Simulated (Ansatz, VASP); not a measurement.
# Sn36Te11Se25 (SnSe0.7Te0.3, orthorhombic SnSe-type solid solution) in two plane-wave programs

Wanted: the spread between two codes on one cell, functional and k mesh. The cell is invented: As first built, before any earlier steps moved the atoms (in the runner's words): 1x3x3 conventional cells of the SnSe type (72 atoms: 25 Se, 36 Sn, 11 Te); Se/Te share their sites, the best of 600 random draws by like-pair counts in two shells; start lattice of SnSe; atoms moved at random by 0.02 A. It may not be a known or stable phase. Of the first pair: The structure shown is the start of the Ansatz relaxation below; VASP solves that cell, so the two are compared at the walk's first step.

Calculated with Ansatz 0.2.0; plane waves, with VASP 6.6.1 beside it; single point at PBE.

### 1. The starting structure

The cell holds 72 atoms: 25 Se, 36 Sn and 11 Te. Cell: a = 11.370 Å, b = 12.558 Å, c = 13.317 Å, α = 90.0°, β = 90.0°, γ = 90.0°. It derives from SnSe (SnSe type, space group 62), repeated 1×3×3. As first built, before any earlier steps moved the atoms (in the runner's words): 1x3x3 conventional cells of the SnSe type (72 atoms: 25 Se, 36 Sn, 11 Te); Se/Te share their sites, the best of 600 random draws by like-pair counts in two shells; start lattice of SnSe; atoms moved at random by 0.02 A.

### 2. Ansatz: relaxation, PBE

Ansatz runs on its default PAW (the set named soft_2) files.

The two programs are compared at the cell with which this relaxation starts, whose forces are those of its first step.

input.yaml

```yaml
crystal:
  lattice:
    - [11.37, 0.0, 0.0]
    - [0.0, 12.558, 0.0]
    - [0.0, 0.0, 13.317]
  atoms:
    - { symbol: Se, position: [0.64212, 0.24973, 0.3299] }
    - { symbol: Se, position: [0.35417, 0.08169, 0.00392] }
    - { symbol: Se, position: [0.14672, 0.2492, 0.1711] }
    - { symbol: Se, position: [0.85521, 0.08335, 0.49338] }
    - { symbol: Se, position: [0.6458, 0.25106, 0.66184] }
    - { symbol: Se, position: [0.35662, 0.08551, 0.33824] }
    - { symbol: Se, position: [0.85602, 0.08331, 0.82907] }
    - { symbol: Se, position: [0.64783, 0.24647, 0.99177] }
    - { symbol: Se, position: [0.35783, 0.08257, 0.66983] }
    - { symbol: Se, position: [0.14526, 0.24946, 0.84208] }
    - { symbol: Se, position: [0.85336, 0.41661, 0.15876] }
    - { symbol: Se, position: [0.3539, 0.41375, 0.00272] }
    - { symbol: Se, position: [0.85569, 0.41592, 0.49437] }
    - { symbol: Se, position: [0.64548, 0.58172, 0.66149] }
    - { symbol: Se, position: [0.35547, 0.41794, 0.3361] }
    - { symbol: Se, position: [0.14563, 0.58317, 0.50701] }
    - { symbol: Se, position: [0.35498, 0.41306, 0.67657] }
    - { symbol: Se, position: [0.14172, 0.58268, 0.83988] }
    - { symbol: Se, position: [0.14474, 0.91677, 0.17465] }
    - { symbol: Se, position: [0.85516, 0.74792, 0.49396] }
    - { symbol: Se, position: [0.14352, 0.91815, 0.50527] }
    - { symbol: Se, position: [0.85806, 0.75, 0.82591] }
    - { symbol: Se, position: [0.64764, 0.91688, 0.99232] }
    - { symbol: Se, position: [0.35414, 0.75093, 0.67361] }
    - { symbol: Se, position: [0.1457, 0.916, 0.83962] }
    - { symbol: Sn, position: [0.11817, 0.08377, 0.03171] }
    - { symbol: Sn, position: [0.38426, 0.25159, 0.20016] }
    - { symbol: Sn, position: [0.62045, 0.08311, 0.13242] }
    - { symbol: Sn, position: [0.88093, 0.25029, 0.30041] }
    - { symbol: Sn, position: [0.12062, 0.08151, 0.36511] }
    - { symbol: Sn, position: [0.38153, 0.25127, 0.5301] }
    - { symbol: Sn, position: [0.61555, 0.08096, 0.46428] }
    - { symbol: Sn, position: [0.88311, 0.25103, 0.63451] }
    - { symbol: Sn, position: [0.11916, 0.08361, 0.69586] }
    - { symbol: Sn, position: [0.38329, 0.24947, 0.8661] }
    - { symbol: Sn, position: [0.62009, 0.0827, 0.79706] }
    - { symbol: Sn, position: [0.88271, 0.24925, 0.96609] }
    - { symbol: Sn, position: [0.12054, 0.41656, 0.03114] }
    - { symbol: Sn, position: [0.37803, 0.5829, 0.19797] }
    - { symbol: Sn, position: [0.61996, 0.41549, 0.13625] }
    - { symbol: Sn, position: [0.88088, 0.58387, 0.29976] }
    - { symbol: Sn, position: [0.11822, 0.41677, 0.36586] }
    - { symbol: Sn, position: [0.38486, 0.58643, 0.53137] }
    - { symbol: Sn, position: [0.61856, 0.41737, 0.4664] }
    - { symbol: Sn, position: [0.88231, 0.58559, 0.63321] }
    - { symbol: Sn, position: [0.11963, 0.41652, 0.69927] }
    - { symbol: Sn, position: [0.3809, 0.58508, 0.86521] }
    - { symbol: Sn, position: [0.61908, 0.41669, 0.80009] }
    - { symbol: Sn, position: [0.88152, 0.58457, 0.96908] }
    - { symbol: Sn, position: [0.12058, 0.75376, 0.03271] }
    - { symbol: Sn, position: [0.37848, 0.91901, 0.19913] }
    - { symbol: Sn, position: [0.61936, 0.7522, 0.13336] }
    - { symbol: Sn, position: [0.88092, 0.91378, 0.30027] }
    - { symbol: Sn, position: [0.11771, 0.75063, 0.36674] }
    - { symbol: Sn, position: [0.38265, 0.91874, 0.53163] }
    - { symbol: Sn, position: [0.62, 0.75006, 0.46742] }
    - { symbol: Sn, position: [0.87857, 0.91521, 0.63416] }
    - { symbol: Sn, position: [0.11718, 0.75219, 0.69997] }
    - { symbol: Sn, position: [0.37933, 0.91871, 0.86754] }
    - { symbol: Sn, position: [0.61996, 0.75221, 0.80241] }
    - { symbol: Sn, position: [0.8807, 0.91591, 0.96774] }
    - { symbol: Te, position: [0.85495, 0.08275, 0.16018] }
    - { symbol: Te, position: [0.14313, 0.25023, 0.50731] }
    - { symbol: Te, position: [0.64614, 0.58214, 0.32722] }
    - { symbol: Te, position: [0.14532, 0.58441, 0.17484] }
    - { symbol: Te, position: [0.85379, 0.41779, 0.82807] }
    - { symbol: Te, position: [0.64345, 0.58285, 0.9958] }
    - { symbol: Te, position: [0.85352, 0.74935, 0.15953] }
    - { symbol: Te, position: [0.64324, 0.91418, 0.33088] }
    - { symbol: Te, position: [0.35909, 0.74633, 0.00307] }
    - { symbol: Te, position: [0.64303, 0.91536, 0.66096] }
    - { symbol: Te, position: [0.35363, 0.74911, 0.338] }
kpoints:
  mp_grid: { grid: [2, 2, 1], shift: [0.5, 0.5, 0.0] }
hamiltonian:
  xc: pbe
scf:
  occupations: { method: fermi_dirac, width: 0.01 }
output:
  forces: true
  stress: true
relax:
  f_tol: 0.02
  max_steps: 45
  cell: { stress_tol: 0.1 }
```

Command:

```bash
ansatz run input.yaml --threads 4 --pin off --max-ram 15360MiB --backend cpu --events-out ev --progress --plain --runs-dir out
```

Numbers of over 12 decimals in the logs are rounded to 6 here.

The log of the run:

```text
The last accepted step is kept in <dir> (removed where the run ends without a failure and the disk answers)
Engine: ansatz 0.2.0, x86_64-unknown-linux-gnu
Pseudopotentials: kind: paw
Pseudopotential: Se, paw, valence charge 16, recommended cutoff 420 eV (normal), Se.paw.azcp
Pseudopotential: Sn, paw, valence charge 14, recommended cutoff 420 eV (normal), Sn.paw.azcp
Pseudopotential: Te, paw, valence charge 16, recommended cutoff 420 eV (normal), Te.paw.azcp
Functional definition: PBE
  parameter kappa = 0.804
  parameter beta = 0.066725
  exchange = pbe_x(kappa = kappa, mu = beta*pi^2/3)
  correlation = pbe_c(beta = beta)
Crystal: 72 atoms, lattice volume = 1901.461 Å³
Basis set: ecut = 420 eV, 37117 PW (Γ), exchange–correlation on 160×180×180 points (8 copies of the dense FFT grid, shifted against one another)
Bands: 648, of which v1, the nominal top of the filled ones, is band 540 counted from 1 (539 counted from 0)
Symmetry: 1 space group operations
Space group: P1 (ITA 1), of the structure as read, at distance tolerance 1.2e-4 Å
k-points: 2 of 4 (time reversal used)
Non-local potential: Se, projectors of the file, l = 0: 2, l = 1: 2, l = 2: 3, l = 3: 1
Non-local potential: Sn, projectors of the file, l = 0: 2, l = 1: 2, l = 2: 2, l = 3: 2
Non-local potential: Te, projectors of the file, l = 0: 2, l = 1: 2, l = 2: 2, l = 3: 2
PAW form: soft (Blöchl's): semilocal exchange-correlation on the pseudo side does not see the compensation charge
PAW one-centre angular grid: Se, 590 points (default); XC on 64 Gauss nodes
PAW one-centre angular grid: Sn, 590 points (default); XC on 64 Gauss nodes
PAW one-centre angular grid: Te, 590 points (default); XC on 64 Gauss nodes
Initial density: superposition of atomic densities (neutral atoms: chi_scale 0, normalization atom), corrected by the library's trained network
Initial wavefunctions: pseudopotential atomic-orbital guess
Functional: x = pbe(κ = 0.804, μ = 0.219515), c = pbe(β = 0.066725)
SCF iter   1: F=—  HF=-430399.236785 eV  |F-HF|=—  |Δ(HF+E_count)|=         —  Δρ=1.71e-3  dr2=8.26e-2  ethr=1.77e-3  ⟨swp⟩=6.0  Hψ=4818  notcnv=0  defer=62
preconditioner: auto → Resta (q_TF=auto, 2.483 Å⁻¹)  ε∞=2.9  [insulator: Δε(μ)=1.182 eV  Ē_g=16.786 eV  σ=0.010 eV  W_gap=1.00  n_scr=510 (ndim 8)  ℏωp=22.8 eV  f_vac=0.000  D(μ)=0.00/eV (n_scr^D=0)  ε∞_Penn≈2.9]
SCF iter   2: F=—  HF=-430399.186470 eV  |F-HF|=—  |Δ(HF+E_count)|=   5.03e-2  Δρ=8.61e-4  dr2=1.82e-2  ethr=7.65e-6  ⟨swp⟩=3.0  Hψ=2339  notcnv=0  defer=204
SCF iter   3: F=—  HF=-430399.187048 eV  |F-HF|=—  |Δ(HF+E_count)|=   5.78e-4  Δρ=3.06e-4  dr2=1.85e-3  ethr=1.68e-6  ⟨swp⟩=2.0  Hψ=1824  notcnv=0  defer=204
SCF iter   4: F=—  HF=-430399.186787 eV  |F-HF|=—  |Δ(HF+E_count)|=   2.61e-4  Δρ=1.11e-4  dr2=1.90e-4  ethr=1.72e-7  ⟨swp⟩=2.0  Hψ=2172  notcnv=0  defer=204
SCF iter   5: F=—  HF=-430399.186809 eV  |F-HF|=—  |Δ(HF+E_count)|=   2.21e-5  Δρ=2.95e-5  dr2=3.64e-5  ethr=1.76e-8  ⟨swp⟩=2.0  Hψ=1918  notcnv=0  defer=204
SCF iter   6: F=—  HF=-430399.187320 eV  |F-HF|=—  |Δ(HF+E_count)|=   5.11e-4  Δρ=1.14e-5  dr2=2.47e-6  ethr=3.37e-9  ⟨swp⟩=2.0  Hψ=2172  notcnv=0  defer=204
SCF iter   7: F=—  HF=-430399.187321 eV  |F-HF|=—  |Δ(HF+E_count)|=   1.12e-6  Δρ=2.36e-6  dr2=3.22e-7  ethr=2.29e-10  ⟨swp⟩=2.0  Hψ=1812  notcnv=0  defer=204
SCF iter   8: F=-430399.187321 eV  HF=-430399.187321 eV  |F-HF|=1.16e-9  |Δ(HF+E_count)|=   5.59e-9  Δρ=9.53e-7  dr2=2.11e-8  ethr=9.26e-12  ⟨swp⟩=4.0  Hψ=4530  notcnv=0
SCF 1 converged in 8 iterations: F = -430399.187321 eV  dr2 = 2.11e-8
  greatest PAW one-centre occupation: 1.000 electrons in one spin orbital (limit 2), on the Se atom at site 19 (counted from 0), in its partial waves of l = 2
relax step   1: F+E_penalty+E_count = -430399.18732074 eV  Δ(F+E_penalty+E_count) = +0.000e0 eV  max|allowed force component| = 1.969e0 eV/Å  Δτ_max = 0.0000 Å  P = +6.470 GPa  Ω = 1901.461 Å³  (8 SCF iters, dr2 threshold 1.00e-7 eV, accepted)
Crystal: 72 atoms, lattice volume = 2150.347 Å³
Basis set: ecut = 420 eV, 42015 PW (Γ), exchange–correlation on 160×180×180 points (8 copies of the dense FFT grid, shifted against one another)
Initial density: handed on by an earlier stage of this run
Initial wavefunctions: those handed on with the density
iter 1 solved again at ethr=3.76e-4 eV; its pass at ethr=3.10e-3 eV (dr2=4.06e0 eV) is discarded
SCF iter   1: F=—  HF=-430405.550457 eV  |F-HF|=—  |Δ(HF+E_count)|=         —  Δρ=7.49e-3  dr2=4.03e0  ethr=3.76e-4  ⟨swp⟩=4.0  Hψ=7220  notcnv=0
preconditioner: auto → Resta (q_TF=auto, 2.432 Å⁻¹)  ε∞=2.7  [insulator: Δε(μ)=0.966 eV  Ē_g=16.281 eV  σ=0.010 eV  W_gap=1.00  n_scr=524 (ndim 8)  ℏωp=21.5 eV  f_vac=0.010  D(μ)=0.00/eV (n_scr^D=0)  ε∞_Penn≈2.7]
SCF iter   2: F=—  HF=-430404.905049 eV  |F-HF|=—  |Δ(HF+E_count)|=   6.45e-1  Δρ=3.50e-3  dr2=5.61e-1  ethr=3.73e-4  ⟨swp⟩=4.0  Hψ=1719  notcnv=0
[...]
atom  32  Sn    -0.00149168    -0.00199531     0.00101781
  atom  33  Sn    -0.00467241    -0.00177062    -0.00033788
  atom  34  Sn     0.00095868     0.00205804    -0.00138237
  atom  35  Sn     0.00081244     0.00298767    -0.00359397
  atom  36  Sn    -0.00194519    -0.00160296    -0.00057319
  atom  37  Sn    -0.00098065     0.00180342     0.00196011
  atom  38  Sn     0.00289733    -0.00095119    -0.00198100
  atom  39  Sn     0.00061892    -0.00367544     0.00357222
  atom  40  Sn    -0.00069348     0.00293427     0.00016962
  atom  41  Sn    -0.00130561     0.00465469     0.00329563
  atom  42  Sn    -0.00550191     0.00026979     0.00008750
  atom  43  Sn    -0.00140181    -0.00177122     0.00105690
  atom  44  Sn     0.00041718     0.00030716     0.00239203
  atom  45  Sn    -0.00011188    -0.00243187    -0.00090915
  atom  46  Sn     0.00500147     0.00416810    -0.00311918
  atom  47  Sn     0.00035777    -0.00478516    -0.00181021
  atom  48  Sn     0.00194506    -0.00059473     0.00066157
  atom  49  Sn    -0.00079171     0.00519250     0.00137853
  atom  50  Sn     0.00566642    -0.00196114    -0.00440291
  atom  51  Sn    -0.00031417    -0.00285858    -0.00230695
  atom  52  Sn    -0.00225325    -0.00031536    -0.00421817
  atom  53  Sn    -0.00045083     0.00039195     0.00142605
  atom  54  Sn     0.00112366     0.00435781     0.00114228
  atom  55  Sn     0.00046831     0.00272943     0.00252583
[...]
atom  65  Te     0.00866666     0.00239611    -0.00307073
  atom  66  Te    -0.00415083     0.00060798    -0.00032755
  atom  67  Te     0.00585606    -0.00554848     0.00174160
  atom  68  Te    -0.00798458    -0.00682902     0.00286706
  atom  69  Te     0.00434594     0.00516608     0.00488617
  atom  70  Te    -0.00259024     0.00169169     0.00101322
  atom  71  Te     0.00608372     0.00505598     0.00575005
  atom  72  Te    -0.00836519     0.00012386    -0.00279373
  max |Σ_I F_I| component: 5.37e-8 eV/Å
--- Stress (GPa, compression-positive) ---
       -0.006742      -0.002888      -0.002595
       -0.002888       0.011518       0.001724
       -0.002595       0.001724       0.022450
  P = ⅓ Tr σ = 0.0091 GPa (0.091 kbar)
--- Relaxed structure (7 steps of the walk, 6 accepted, 2 SCFs on fresh bases) ---
  F+E_penalty+E_count = -430405.55962863 eV   max|allowed force component| = 8.667e-3 eV/Å   (the final SCF, on the basis selected at the relaxed cell)
  cell:  # Å, volume = 2138.5424 Å³
    - [11.970291, -0.00420094, 0.00468807]
    - [-0.00463988, 12.901274, 0.00316044]
    - [0.00549086, 0.00335145, 13.847798]
  atoms:
    - { symbol: Se, position: [0.648590, 0.252215, 0.328939] }
    - { symbol: Se, position: [0.356515, 0.086388, 0.00357012] }
    - { symbol: Se, position: [0.146494, 0.248910, 0.171878] }
    - { symbol: Se, position: [0.854813, 0.085334, 0.490978] }
    - { symbol: Se, position: [0.640929, 0.248366, 0.659550] }
    - { symbol: Se, position: [0.352250, 0.083978, 0.339626] }
    - { symbol: Se, position: [0.854232, 0.084578, 0.825729] }
    - { symbol: Se, position: [0.647891, 0.250101, 0.990580] }
    - { symbol: Se, position: [0.354141, 0.083224, 0.675397] }
    - { symbol: Se, position: [0.145994, 0.249230, 0.836751] }
    - { symbol: Se, position: [0.858270, 0.412461, 0.159084] }
    - { symbol: Se, position: [0.352236, 0.412354, 0.0022959] }
    - { symbol: Se, position: [0.849800, 0.415863, 0.498506] }
    - { symbol: Se, position: [0.641997, 0.584026, 0.659817] }
    - { symbol: Se, position: [0.354812, 0.412772, 0.342038] }
    - { symbol: Se, position: [0.142745, 0.582463, 0.507521] }
    - { symbol: Se, position: [0.358869, 0.416593, 0.674955] }
    - { symbol: Se, position: [0.145986, 0.583429, 0.839955] }
    - { symbol: Se, position: [0.144879, 0.921259, 0.171069] }
    - { symbol: Se, position: [0.855973, 0.749704, 0.492484] }
    - { symbol: Se, position: [0.141115, 0.916654, 0.509127] }
    - { symbol: Se, position: [0.854490, 0.751755, 0.823740] }
    - { symbol: Se, position: [0.642412, 0.918920, 0.987532] }
    - { symbol: Se, position: [0.353831, 0.749447, 0.671837] }
    - { symbol: Se, position: [0.148953, 0.916255, 0.838784] }
    - { symbol: Sn, position: [0.124593, 0.085522, 0.037531] }
    - { symbol: Sn, position: [0.374833, 0.248933, 0.207004] }
    - { symbol: Sn, position: [0.615113, 0.083498, 0.119728] }
    - { symbol: Sn, position: [0.879470, 0.258387, 0.302959] }
    - { symbol: Sn, position: [0.122811, 0.073836, 0.366491] }
    - { symbol: Sn, position: [0.383298, 0.249348, 0.543989] }
    - { symbol: Sn, position: [0.624555, 0.093607, 0.470363] }
    - { symbol: Sn, position: [0.873744, 0.249084, 0.629507] }
    - { symbol: Sn, position: [0.124374, 0.082430, 0.704325] }
    - { symbol: Sn, position: [0.375693, 0.249758, 0.867602] }
    - { symbol: Sn, position: [0.623437, 0.093027, 0.802762] }
    - { symbol: Sn, position: [0.878443, 0.242280, 0.964109] }
    - { symbol: Sn, position: [0.122420, 0.405512, 0.029500] }
    - { symbol: Sn, position: [0.385519, 0.571720, 0.202216] }
    - { symbol: Sn, position: [0.628144, 0.404983, 0.136539] }
    - { symbol: Sn, position: [0.887147, 0.572633, 0.294520] }
    - { symbol: Sn, position: [0.125177, 0.423985, 0.367801] }
    - { symbol: Sn, position: [0.374074, 0.583860, 0.538872] }
    - { symbol: Sn, position: [0.620191, 0.408609, 0.467527] }
    - { symbol: Sn, position: [0.873218, 0.583006, 0.629382] }
    - { symbol: Sn, position: [0.126657, 0.416867, 0.705348] }
    - { symbol: Sn, position: [0.375484, 0.573809, 0.865933] }
    - { symbol: Sn, position: [0.614764, 0.416970, 0.789964] }
    - { symbol: Sn, position: [0.888825, 0.592984, 0.959940] }
[...]
- { symbol: Sn, position: [0.115345, 0.748734, 0.377157] }
    - { symbol: Sn, position: [0.373005, 0.916884, 0.539879] }
    - { symbol: Sn, position: [0.624311, 0.748699, 0.473350] }
    - { symbol: Sn, position: [0.886013, 0.917868, 0.621561] }
    - { symbol: Sn, position: [0.125245, 0.750253, 0.706618] }
    - { symbol: Sn, position: [0.379412, 0.926270, 0.864602] }
    - { symbol: Sn, position: [0.623331, 0.742014, 0.799917] }
    - { symbol: Sn, position: [0.872566, 0.918127, 0.957795] }
    - { symbol: Te, position: [0.862338, 0.083733, 0.158616] }
    - { symbol: Te, position: [0.136179, 0.247988, 0.511525] }
    - { symbol: Te, position: [0.639950, 0.580312, 0.321212] }
    - { symbol: Te, position: [0.138280, 0.581893, 0.173128] }
    - { symbol: Te, position: [0.863200, 0.416634, 0.818098] }
    - { symbol: Te, position: [0.642537, 0.579276, 0.991261] }
    - { symbol: Te, position: [0.864261, 0.752521, 0.156871] }
    - { symbol: Te, position: [0.639204, 0.919511, 0.327263] }
    - { symbol: Te, position: [0.363299, 0.750327, 0.00914712] }
    - { symbol: Te, position: [0.638841, 0.919685, 0.656735] }
    - { symbol: Te, position: [0.361012, 0.750430, 0.341993] }
```

[end of part 1 of 3]

[Lines on the potential files, build, host, timing and source positions are cut from VASP's logs without a mark.]

[Logs are printed without paths, hosts, clocks, repeated set-up lines and the standing remarks that a program may print on its own settings, such as how far it seeks lower states.]

[Hosts, paths, dates, database ids (printed as entryN), source tags and the programs' standing remarks are cut or masked in the printed files.]
